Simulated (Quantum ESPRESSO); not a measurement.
**Moving the Hubbard U on Pt d in PtS2**

```
Pt S
1.0
     3.54320    0.00000    0.00000
    -1.77160    3.06850    0.00000
     0.00000    0.00000    5.03880
Pt S
1 2
Direct
  0.00000 0.00000 0.00000
  0.66667 0.33333 0.77300
  0.33333 0.66667 0.22700
```

Kept alike: task single point; functional PBEsol; k mesh 9 × 9 × 5; occupations fermi-dirac, width 0.05 eV; no spin polarisation. Program: Quantum ESPRESSO, GBRV 1.5 PBEsol, cutoff 612 eV. The mesh is that of the run's cell of 3 atoms. No spin-orbit coupling.

```csv
"Hubbard U on Pt d, U (eV)",pressure (GPa)
0,6.04
1,6.12
2,6.22
3,6.32
4,6.44
5,6.57
6,6.70
8,7.00
```

Pressure is positive in compression; the values hold the error of the finite cutoff, so their zero can differ a little from the energy's minimum. U acts here on a shell without spin polarisation. How U acts hangs on the program's projectors.

The pressure rises from 6.04 to 7.00 GPa between 0 and 8 eV. U localises the shell and weakens its bonds, so the cell pushes outwards.
